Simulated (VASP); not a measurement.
# AgI (P6_3mc) in VASP: single point with PBE

Aim: the single point of AgI with PBE.

All numbers are computed with VASP 6.6.1; they aren't measurements. Logs are shortened: lines on timing, memory, paths and dates and some standing lists are left out, and cuts for length are marked.

**1. Starting point**

It takes space group P6_3mc (No. 186, hexagonal). Conventional cell: a = 4.580 Å, b = 4.580 Å, c = 7.510 Å, α = 90.00°, β = 90.00°, γ = 120.00°. Ag (site symmetry 3m) has 4 I at 2.81 to 2.82 Å as nearest neighbours. I (site symmetry 3m) is surrounded by 4 Ag at 2.81 to 2.82 Å.

**2. Single point, PBE**

The input, INCAR:

```
SYSTEM = AgI
ALGO = Fast
EDIFF = 1E-7
ENCUT = 520
GGA = PE
ISIF = 2
ISMEAR = 0
LASPH = .True.
LCHARG = .True.
LELF = .True.
LREAL = .False.
LVHAR = .True.
LWAVE = .False.
NBANDS = 26
NELM = 100
PREC = Accurate
SIGMA = 0.1
```

The input, KPOINTS:

```
k-points
0
Gamma
  6 6 4
  0 0 0
```

The input, POSCAR:

```
AgI
1.0
    4.5800015808      0.0000000000      0.0000000000
   -2.2900007904      3.9663977183      0.0000000000
    0.0000000000      0.0000000000      7.5100000000
Ag I
2 2
Direct
    0.3333333333      0.6666666667      0.0000000000
    0.6666666667      0.3333333333      0.5000000000
    0.3333333333      0.6666666667      0.3750000000
    0.6666666667      0.3333333333      0.8750000000
```

Potentials or basis: VASP PAW PBE potentials, release 64 (Ag, I).

Run with:

```sh
cat potpaw_PBE.64/Ag/POTCAR potpaw_PBE.64/I/POTCAR > POTCAR
mpirun -np 1 vasp_std > vasp.out
```

OUTCAR:

```text
SYSTEM = AgI
   EDIFF = 1E-7
   ENCUT = 520
   GGA = PE
   ISIF = 2
   ISMEAR = 0
   LASPH = .True.
   LREAL = .False.
   NELM = 100
   PREC = Accurate

 ion  position               nearest neighbor table
   1  0.333  0.667  0.000-   4 2.81   4 2.81   4 2.81   3 2.82
   2  0.667  0.333  0.500-   3 2.81   3 2.81   3 2.81   4 2.82
   3  0.333  0.667  0.375-   2 2.81   2 2.81   2 2.81   1 2.82
   4  0.667  0.333  0.875-   1 2.81   1 2.81   1 2.81   2 2.82

  LATTYP: Found a hexagonal cell.
 ALAT       =     4.5800015808
 C/A-ratio  =     1.6397374253

  Lattice vectors:

 A1 = (   4.5800015808,   0.0000000000,   0.0000000000)
 A2 = (  -2.2900007904,   3.9663977183,   0.0000000000)
 A3 = (   0.0000000000,   0.0000000000,   7.5100000000)

Analysis of symmetry for initial positions (statically):
=====================================================================
 Subroutine PRICEL returns:
 Original cell was already a primitive cell.

 Routine SETGRP: Setting up the symmetry group for a
 hexagonal supercell.

 Subroutine GETGRP returns: Found 12 space group operations
 (whereof  6 operations were pure point group operations)
 out of a pool of 24 trial point group operations.

The static configuration has the point symmetry C_3v.
 The point group associated with its full space group is C_6v.

Analysis of symmetry for dynamics (positions and initial velocities):
=====================================================================
 Subroutine PRICEL returns:
 Original cell was already a primitive cell.

 Routine SETGRP: Setting up the symmetry group for a
 hexagonal supercell.

 Subroutine GETGRP returns: Found 12 space group operations
 (whereof  6 operations were pure point group operations)
 out of a pool of 24 trial point group operations.

The dynamic configuration has the point symmetry C_3v.
 The point group associated with its full space group is C_6v.

 Subroutine INISYM returns: Found 12 space group operations
 (whereof  6 operations are pure point group operations),
 and found     1 'primitive' translations

----------------------------------------------------------------------------------------

                                     Primitive cell

  volume of cell :     136.4275

  direct lattice vectors                    reciprocal lattice vectors
     4.580001581  0.000000000  0.000000000     0.218340536  0.126058967  0.000000000
    -2.290000790  3.966397718  0.000000000     0.000000000  0.252117934  0.000000000
     0.000000000  0.000000000  7.510000000     0.000000000  0.000000000  0.133155792

  length of vectors
     4.580001581  4.580001581  7.510000000     0.252117934  0.252117934  0.133155792

  position of ions in fractional coordinates (direct lattice)
     0.333333333  0.666666667  0.000000000
     0.666666667  0.333333333  0.500000000
     0.333333333  0.666666667  0.375000000
     0.666666667  0.333333333  0.875000000

  ion indices of the primitive-cell ions
   primitive index   ion index
                 1           1
                 2           2
                 3           3
                 4           4

----------------------------------------------------------------------------------------

 KPOINTS: k-points

Automatic generation of k-mesh.
 Grid dimensions read from file:
 generate k-points for:    6    6    4

 Generating k-lattice:

  Cartesian coordinates                     Fractional coordinates (reciprocal lattice)
     0.036390089  0.021009828  0.000000000     0.166666667 -0.000000000  0.000000000
     0.000000000  0.042019656  0.000000000     0.000000000  0.166666667  0.000000000
     0.000000000  0.000000000  0.033288948     0.000000000  0.000000000  0.250000000

  Length of vectors
     0.042019656  0.042019656  0.033288948

  Shift w.r.t. Gamma in fractional coordinates (k-lattice)
     0.000000000  0.000000000  0.000000000

 Subroutine IBZKPT returns following result:
 ===========================================

 Found     21 irreducible k-points:

 Following reciprocal coordinates:
            Coordinates               Weight
  0.000000  0.000000  0.000000      1.000000
  0.166667  0.000000  0.000000      6.000000
  0.333333  0.000000  0.000000      6.000000
  0.500000  0.000000  0.000000      3.000000
  0.166667  0.166667  0.000000      6.000000
  0.333333  0.166667  0.000000     12.000000
[... 13 lines left out ...]
  0.333333  0.166667  0.500000     12.000000
  0.333333  0.333333  0.500000      2.000000
   k-points           NKPTS =     21   k-points in BZ     NKDIM =     21   number of bands    NBANDS=     26
   number of dos      NEDOS =    301   number of ions     NIONS =      4
   total plane-waves  NPLWV =  72576
   dimension x,y,z NGX =    36 NGY =   36 NGZ =   56
   dimension x,y,z NGXF=    72 NGYF=   72 NGZF=  112
   ions per type =               2   2
   NGX,Y,Z   is equivalent  to a cutoff of  13.07, 13.07, 12.40 a.u.
   NGXF,Y,Z  is equivalent  to a cutoff of  26.13, 26.13, 24.79 a.u.
 SYSTEM =  AgI
   PREC   = accura    normal or accurate (medium, high low for compatibility)
   ISTART =      0    job   : 0-new  1-cont  2-samecut
   ICHARG =      2    charge: 1-file 2-atom 10-const
   ISPIN  =      1    spin polarized calculation?
   LNONCOLLINEAR =      F non collinear calculations
   LSORBIT =      F    spin-orbit coupling
   LASPH  =      T    aspherical Exc in radial PAW
   ENCUT  =  520.0 eV  38.22 Ry    6.18 a.u.   8.52  8.52 13.96*2*pi/ulx,y,z
   NELM   =    100;   NELMIN=  2; NELMDL= -5     # of ELM steps
   EDIFF  = 0.1E-06   stopping-criterion for ELM
   LREAL  =      F    real-space projection
   EDIFFG = 0.1E-05   stopping-criterion for IOM
   NSW    =      0    number of steps for IOM
   IBRION =     -1    ionic relax: 0-MD 1-quasi-New 2-CG
   NFREE  =      0    steps in history (QN), initial steepest desc. (CG)
   ISIF   =      2    stress and relaxation
   ISYM   =      2    0-nonsym 1-usesym 2-fastsym
   POTIM  = 0.5000    time-step for ionic-motion
   TEBEG  =    0.0;   TEEND  =   0.0 temperature during run
   PSTRESS=    0.0 pullay stress
   NELECT =      36.0000    total number of electrons
   NUPDOWN=      -1.0000    fix difference up-down
   EMIN   =  10.00;   EMAX   =-10.00  energy-range for DOS
   EFERMI =   0.00;   METHOD = LEGACY
   ISMEAR =     0;   SIGMA  =   0.10  broadening in eV -4-tet -1-fermi 0-gaus
   EFERMI_NEDOS =   21; number of points for ismear=-14 and -15
   IALGO  =     68    algorithm
   IMIX   =      4    mixing-type and parameters
     AMIX     =   0.40;   BMIX     =  1.00
     AMIX_MAG =   1.60;   BMIX_MAG =  1.00
  volume/ion in A,a.u.               =      34.11       230.16
  Fermi-wavevector in a.u.,A,eV,Ry     =   1.050046  1.984300 15.001742  1.102597
  Thomas-Fermi vector in A             =   2.185033
   LORBIT       =      0    0 simple, 1 ext, 2 COOP (PROOUT), +10 PAW based schemes
   GGA     = PE    functional components
   LHFCALC =     F    Hartree Fock is set to
   AEXX    =    0.0000 exact exchange contribution
   IVDW    =     0    specifies the selected vdW correction
   LEPSILON=     F    determine dielectric tensor
   LRPA    =     F    only Hartree local field effects (RPA)
 non-spin polarized calculation
 RMM-DIIS sequential band-by-band and
 Gauss-broadening in eV      SIGMA  =   0.10
  energy-cutoff  :      520.00
  volume of cell :      136.43
 maximum number of plane-waves:      3712
 NGX is ok and might be reduce to    36
   NGX = 17   NGY = 17   NGZ = 27

 number of electron      36.0000003 magnetization

 Free energy of the ion-electron system (eV)
  ---------------------------------------------------
  ext. energy  EPLUGINS =         0.00000000
  ---------------------------------------------------
  free energy    TOTEN  =        -9.52787635 eV

  energy without entropy =       -9.52787635  energy(sigma->0) =       -9.52787635

 E-fermi :   3.5942     XC(G=0):  -8.4447

 val. band max:        3.1825813567   @ k =   0.0000   0.0000   0.0000
 cond. band min:       4.5499459308   @ k =   0.0000   0.0000   0.0000
 fundamental gap:      1.3673645741
 Fermi energy:         3.5941816721

 k-point     1 :       0.0000    0.0000    0.0000
  band No.  band energies     occupation
      1      -9.6510      2.00000
      2      -9.3574      2.00000
      3      -1.0474      2.00000
      4      -1.0474      2.00000
      5      -1.0443      2.00000
      6      -0.9827      2.00000
[... 18 lines left out ...]
     25       9.8305      0.00000
     26      10.5353      0.00000

 k-point     2 :       0.1667    0.0000    0.0000
  band No.  band energies     occupation
      1      -9.5874      2.00000
      2      -9.3259      2.00000
      3      -1.1032      2.00000
      4      -1.0044      2.00000
      5      -1.0027      2.00000
      6      -0.9144      2.00000
[... 18 lines left out ...]
     25      10.1295      0.00000
     26      10.3723      0.00000

 k-point     3 :       0.3333    0.0000    0.0000
  band No.  band energies     occupation
      1      -9.4451      2.00000
      2      -9.2716      2.00000
      3      -1.1752      2.00000
      4      -1.0148      2.00000
      5      -0.9198      2.00000
      6      -0.8002      2.00000
[... 18 lines left out ...]
     25      10.5424      0.00000
     26      11.0122      0.00000

 k-point     4 :       0.5000    0.0000    0.0000
  band No.  band energies     occupation
      1      -9.3565      2.00000
      2      -9.2587      2.00000
      3      -1.1595      2.00000
      4      -1.0586      2.00000
      5      -0.8835      2.00000
      6      -0.7031      2.00000
[... 18 lines left out ...]
     25      10.7311      0.00000
     26      12.7331      0.00000
[... 409 lines left out ...]
      1      -9.3838      2.00000
      2      -9.3838      2.00000
      3      -1.1900      2.00000
      4      -1.1900      2.00000
      5      -0.8999      2.00000
      6      -0.8999      2.00000
[... 18 lines left out ...]
     25      10.2599      0.00000
     26      10.2599      0.00000

 k-point    20 :       0.3333    0.1667    0.5000
  band No.  band energies     occupation
      1      -9.3063      2.00000
      2      -9.3063      2.00000
      3      -1.1769      2.00000
      4      -1.1769      2.00000
      5      -0.8268      2.00000
      6      -0.8268      2.00000
[... 18 lines left out ...]
     25      10.6836      0.00000
     26      10.6836      0.00000

 k-point    21 :       0.3333    0.3333    0.5000
  band No.  band energies     occupation
      1      -9.2804      2.00000
      2      -9.2804      2.00000
      3      -1.0556      2.00000
      4      -1.0556      2.00000
      5      -0.8881      2.00000
      6      -0.8881      2.00000
[... 18 lines left out ...]
     25      11.3716      0.00000
     26      11.3792      0.00000

------------------------ aborting loop because EDIFF is reached ----------------------------------------

  FORCE on cell =-STRESS in cart. coord.  units (eV):
  Direction    XX          YY          ZZ          XY          YZ          ZX
  --------------------------------------------------------------------------------------
  -------------------------------------------------------------------------------------
  Total        1.7064176      1.7064176      1.5771071      0.0000000      0.0000000      0.0000000
  in kB       20.0398319     20.0398319     18.5212356      0.0000000      0.0000000      0.0000000
  external PRESSURE =      19.5336331 kB  Pullay stress =       0.0000000 kB

 VOLUME and BASIS-vectors are now :
 -----------------------------------------------------------------------------
  energy-cutoff  :      520.00
  volume of cell :      136.43
      direct lattice vectors                 reciprocal lattice vectors
     4.580001581  0.000000000  0.000000000     0.218340536  0.126058967  0.000000000
    -2.290000790  3.966397718  0.000000000     0.000000000  0.252117934  0.000000000
     0.000000000  0.000000000  7.510000000     0.000000000  0.000000000  0.133155792

 POSITION                                       TOTAL-FORCE (eV/Angst)
 -----------------------------------------------------------------------------------
     -0.00000      2.64427      0.00000         0.000000      0.000000      0.021023
      2.29000      1.32213      3.75500        -0.000000      0.000000      0.021023
     -0.00000      2.64427      2.81625        -0.000000      0.000000     -0.021023
      2.29000      1.32213      6.57125        -0.000000     -0.000000     -0.021023
 -----------------------------------------------------------------------------------
    total drift:                               -0.000000      0.000000      0.000736

  FREE ENERGIE OF THE ION-ELECTRON SYSTEM (eV)
  ---------------------------------------------------
  free  energy   TOTEN  =        -9.5278763457 eV

  energy  without entropy=       -9.5278763457  energy(sigma->0) =       -9.52787635
```

Wall time 86 s (1 thread of Intel Xeon Platinum 8559C (Emerald Rapids), shared host); peak memory 0.28 GiB.

Results:

```yaml
Free_energy: -9.5279 eV
Pressure: 2.0 GPa
Largest_force: 0.021 eV/Å
Band_gap_on_the_k_mesh: 1.37 eV, direct
```

Forces on the atoms (eV/Å):
```
Ag   0.000  0.000  0.021
Ag   0.000  0.000  0.021
I    0.000  0.000 -0.021
I    0.000  0.000 -0.021
```

Levels at points of the mesh, in eV from the valence-band top:
```csv
k point,band 14,band 15,band 16,band 17,band 18,band 19,band 20,band 21,band 22,band 23
"(0.00, 0.00, 0.00)",-0.71,-0.71,-0.08,0.00,0.00,1.37,2.64,5.75,5.75,5.87
"(0.50, 0.00, 0.00)",-2.64,-2.22,-1.80,-1.05,-0.73,3.33,3.58,4.79,5.88,6.24
"(0.00, 0.00, 0.50)",-1.71,-0.37,-0.37,-0.37,-0.37,2.66,2.66,5.62,5.62,6.05
"(0.50, 0.00, 0.50)",-2.84,-1.26,-1.26,-1.26,-1.26,3.25,3.25,4.85,4.85,7.36
```

Caveat: spin-orbit coupling is left out, which moves the levels of the heavy elements.
